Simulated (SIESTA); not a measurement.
**PbS under changes of volume**

One of the cells (27.197 Å³/atom); the others are scaled copies at fixed shape and fractional positions:

```
Pb S
1.0
     2.09373   -6.03098    0.00000
     2.09373    6.03098    0.00000
     0.00000    0.00000    4.30766
Pb S
2 2
Cartesian
  2.0937 4.4561 1.0769
  2.0937 -4.4561 3.2307
  2.0937 1.7514 1.0769
  2.0937 -1.7514 3.2307
```

Measurements of this composition are mostly on another form, of space group No. 225.

| Property | Result |
| --- | --- |
| Program | SIESTA 5.4.2 |
| Functional | PBEsol |
| Potentials or basis | PseudoDojo 0.4 standard (PBEsol files) |
| Basis | DZP (energy shift 0.003 Ry; two zetas on semicore shells) |
| Grid cutoff | 500 Ry |
| Energy shift | 0.003 Ry |
| k mesh | 7 × 7 × 6 |
| Occupations | fermi-dirac, width 0.05 eV |
| Spin | no spin polarisation |

```csv
volume (Å³/atom),energy over the lowest point (meV/atom),pressure (GPa),gap on the mesh (eV),largest force (eV/Å)
25.064,9.90,2.9,0.96,0.632
25.597,2.74,1.5,1.02,0.478
26.130,0.00,0.2,1.07,0.328
27.197,5.90,-1.9,1.16,0.127
27.730,13.77,-2.8,1.19,0.058
28.263,?,?,?,?
```

**Question.** What does the run at 28.263 Å³/atom give?

**Answer.** Energy over the lowest point 24.49 meV/atom; pressure -3.6 GPa; gap on the mesh 1.22 eV; largest force 0.165 eV/Å.

Worked out: A Birch-Murnaghan fit of order 3 (a polynomial in V^(-2/3)) to the other rows has its minimum at 26.23 Å³/atom with B0 = V·E''(V) = 57 GPa and B' = 4.5 at fixed shape and positions, which overstates the stiffness. It gives 24.45 meV/atom at 28.263 Å³/atom, against the run's 24.49, and -dE/dV = -3.6 GPa, against -3.6. A straight line through the other rows of the gap, of slope 2.28 eV per unit of ln V, extrapolates to 1.24 eV, against the run's 1.22.

Energies are extrapolated to zero smearing.

Caveats: spin-orbit coupling is left out, which as a rule narrows the gap of such compounds by several tenths of an eV; an odd mesh through Γ misses points on the zone boundary, where band edges often lie; the basis of atomic orbitals isn't converged, which shifts pressures, moduli and gaps.
